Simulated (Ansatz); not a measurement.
# Au(100) / 3 layers Pt(100) / Au(100): resistance against film thickness, part 3 of 3

How does the resistance across the layers grow with the film in Au(100) / 3 layers Pt(100) / Au(100)?

Ansatz 0.2.0; Ansatz plane-wave DFT, PBEsol, PAW files; ballistic transport by layer matching (Landauer), zero bias.

So far. Step 6 (With 10 layers, k-mesh 13×13×1, film layers 10): The conductance of the junction is 6.2e14 S/m², 5.5 % over the 5.9e14 S/m² of the last finished run, within the error estimates, leads' steps apart, of 7.3 and 5.4 %.

### Step 7. The ladder

Times are for 4 threads of Arm Neoverse V2, shared host. The runs compared:

```
no.  film layers  area resistance that the stack adds (contact term taken off, spin by spin) (fΩ m²)  conductance of the junction (S/m²)     time  memory (GiB)
  1            3                                                                              0.5637                             5.90e14    4 min           1.7
  2            5                                                                              0.4849                             6.19e14  1.9 min           1.5
  3            6                                                                              0.4594                             6.29e14     73 s           1.3
  4            8                                                                              0.5718                             5.87e14     92 s           1.6
  5           10                                                                              0.4825                             6.19e14  1.8 min           1.9
```

### Step 8. With 5 layers

The run is repeated with changed settings as a check of sensitivity.

This step: Ansatz plane-wave DFT, PBEsol, PAW files; ballistic transport by layer matching (Landauer), zero bias; changed: output.transmission.kmesh = [6, 6], output.transmission.e_range = [0, 2], output.transmission.de = 0.05 (Ansatz 0.2.0).

System of this step: Au(100) / 5 layers Pt(100) / Au(100). The cell holds 13 atoms: 8 Au and 5 Pt. Cell: a = 2.884 Å, b = 2.884 Å, c = 25.461 Å, α = 86.8°, β = 86.8°, γ = 90.0°. It derives from Au and Pt. Regions: lead, 8 atoms (8 Au); films, 5 atoms (5 Pt). The structure is stacked along c, and the current runs across the ab planes.

The input, input.yaml:

```yaml
crystal:
  lattice:
    - [2.8837582304, 0.0, 0.0]
    - [0.0, 2.8837582304, 0.0]
    - [1.4418791152, 1.4418791152, 25.379687464]
  atoms:
    - { symbol: Au, position: [0.979913809, 0.979913809, 0.040172382] }
    - { symbol: Au, position: [0.439741427, 0.439741427, 0.120517146] }
    - { symbol: Au, position: [0.899569045, 0.899569045, 0.20086191] }
    - { symbol: Au, position: [0.359396663, 0.359396663, 0.281206674] }
    - { symbol: Pt, position: [0.8214483776, 0.8214483776, 0.3571032448] }
    - { symbol: Pt, position: [0.2857241888, 0.2857241888, 0.4285516224] }
    - { symbol: Pt, position: [0.75, 0.75, 0.5] }
    - { symbol: Pt, position: [0.2142758112, 0.2142758112, 0.5714483776] }
    - { symbol: Pt, position: [0.6785516224, 0.6785516224, 0.6428967552] }
    - { symbol: Au, position: [0.140603337, 0.140603337, 0.718793326] }
    - { symbol: Au, position: [0.600430955, 0.600430955, 0.79913809] }
    - { symbol: Au, position: [0.060258573, 0.060258573, 0.879482854] }
    - { symbol: Au, position: [0.520086191, 0.520086191, 0.959827618] }
kpoints:
  mp_grid: { grid: [13, 13, 1] }
hamiltonian:
  xc: pbesol
scf:
  occupations: { method: fermi_dirac, width: 0.1 }
output:
  transmission: { leads: [[0, 1]], kmesh: [6, 6], e_range: [0, 2], de: 0.05 }
  write_potential: true
  write_density: true
  volumetric_format: npy
```

The run is started by

```console
ansatz run input.yaml --threads 4 --pin off --max-ram 8192MiB --backend cpu --events-out ev --progress --plain --runs-dir out
```

Numbers of over 12 decimals in the logs are rounded to 6 here.

Output:

```text
[...]
Crystal: 13 atoms, lattice volume = 211.059 Å³
Basis set: ecut = 420 eV, 4113 PW (Γ)
Bands: 146, of which v1, the nominal top of the filled ones, is band 121 counted from 1 (120 counted from 0)
Symmetry: 4 space group operations
k-points: 49 of 169
[...]
SCF iter   1: F=—  HF=-165975.860787 eV  |F-HF|=—  |Δ(HF+E_count)|=         —  Δρ=7.34e-3  dr2=2.24e-1  ethr=1.77e-3  ⟨swp⟩=4.9  Hψ=21943  notcnv=0  defer=437
[...]
SCF iter   9: F=-165975.840016 eV  HF=-165975.840016 eV  |F-HF|=5.81e-8  |Δ(HF+E_count)|=   2.07e-8  Δρ=1.54e-6  dr2=6.02e-8  ethr=4.13e-11  ⟨swp⟩=8.3  Hψ=23497  notcnv=0
SCF 1 converged in 9 iterations: F = -165975.840016 eV  dr2 = 6.02e-8
[...]
transmission: 60 of 585 steps passed
transmission: 117 of 585 steps passed
[...]
transmission: 585 of 585 steps passed
SCF converged after 9 iterations
Free energy (F): -165975.840016 eV
[...]
Internal energy: -165975.551348 eV  (E = F + TS)
E sigma→0 (E₀):  -165975.695682 eV
Entropy (-TS):   -0.288668 eV (-22.205 meV/atom)
Fermi energy:    21.481233 eV
[...]
--- Band table (eV; the first three rows and the last of 49) ---
  k-point 0: bands = [... 117 lower, 19.9032, 20.3200, 20.4583, 20.5752, 20.6609, 20.8023, 20.8028, 21.0583, ... 21 higher]
  k-point 1: bands = [... 117 lower, 20.0045, 20.0493, 20.2977, 20.3404, 20.8740, 21.0061, 21.0182, 21.3292, ... 21 higher]
  k-point 2: bands = [... 117 lower, 20.0452, 20.0847, 20.2946, 20.4405, 20.6749, 20.8239, 21.0280, 21.5349, ... 21 higher]
  k-point 48: bands = [... 117 lower, 22.0187, 23.2667, 23.3018, 23.3126, 23.5590, 25.0582, 25.1472, 25.1508, ... 21 higher]
--- Transmission ---
  basis      : 69 plane waves across, 45 finite elements along
  points     : 13, standing for a mesh of 6 x 6
[...]
channels       : 9.166667e-1 a spin
    conductance    : none, the energies end too early or step too widely for 300 K: set another output.transmission.e_range or a lower de, or, where they end at an eighth of basis.ecutwfc, a higher one
    slowest decay  : 0.1546 /Å at (0.5000, 0.5000)
  junction   : crystal 0 to crystal 0, 0.70 to 24.04 Å
    transmission   : 5.652343e-1 a spin
[...]
```

Run time: 29 s. Hardware: 4 threads of Arm Neoverse V2, shared host; peak memory 1.5 GiB.

Residual by cycle:

cycle, log10 residual and a bar from the least value:
```
        1       -0.6 ##############################
        2       -1.0 #############################
        3       -1.5 ##########################
        4       -2.8 ####################
        5       -3.3 ##################
        6       -4.4 #############
        7       -5.4 ########
        8       -6.3 ####
        9       -7.2
```

The run finished with changed settings (output.transmission.kmesh = [6, 6], output.transmission.e_range = [0, 2] and output.transmission.de = 0.05); it serves as a test.

### Step 9. Results

```yaml
area_resistance_3_layers: 0.564 fΩ m²
area_resistance_5_layers: 0.485 fΩ m²
area_resistance_6_layers: 0.459 fΩ m²
area_resistance_8_layers: 0.572 fΩ m²
area_resistance_10_layers: 0.483 fΩ m²
```

The stack adds 0.56 fΩ m² with 3 layers and 0.48 fΩ m² with 10. From 5 layers on no step exceeds the two runs' error estimates together, as expected where only the two interfaces scatter; half the mean, 0.25 fΩ m², is a rough coherent figure for one interface. Atoms sit on ideal sites and aren't relaxed. Spin-orbit coupling is left out, which matters for Au and Pt. Pt(100) is stretched by 4.0 % in plane to fit Au(100), at its own atomic volume.

[Logs are printed without paths, hosts, clocks, repeated set-up lines and the standing remarks that a program may print on its own settings, such as how far it seeks lower states.]

[Hosts, paths, dates, database ids (printed as entryN), source tags and the programs' standing remarks are cut or masked in the printed files.]
